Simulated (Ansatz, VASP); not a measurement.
# One calculation of Au, two programs

```
Au
1.0
     3.41284    0.00000    0.00000
     0.00000    3.41284    0.00000
     0.00000    0.00000    3.10323
Au
2
Direct
  0.00000 0.00000 0.00000
  0.50000 0.50000 0.50000
```

Change from the starting cell: uniaxial strain along c, a, b and atoms relaxed: -6.0 %.

Alike in both runs: functional PBE; k mesh 12 × 12 × 12; occupations gaussian, width 0.1 eV; no spin polarisation.

Ansatz relaxed the structure, and its values are those at the end. VASP's run is a single point on that final structure, the one shown.

|  | VASP | Ansatz |
| --- | --- | --- |
| version | VASP 6.6.1 | Ansatz 0.2.0 |
| potentials or method | VASP PAW PBE potentials, release 64 (Au) | scalar-relativistic, plane waves, PAW |
| plane-wave cutoff (eV) | 520 | 420 |
| valence electrons in the cell | 22 | 38 |

```csv
,VASP,Ansatz,Ansatz less VASP
gap on the k mesh at the Fermi level (eV),none,none,-
pressure (GPa),-0.6,-0.3,+0.23
```

A gap of «none» marks a metal or a gap that the smearing closes. The two sets of potentials don't hold the same shells in valence.

The runs have no spin-orbit coupling, so splittings on Au are missing.
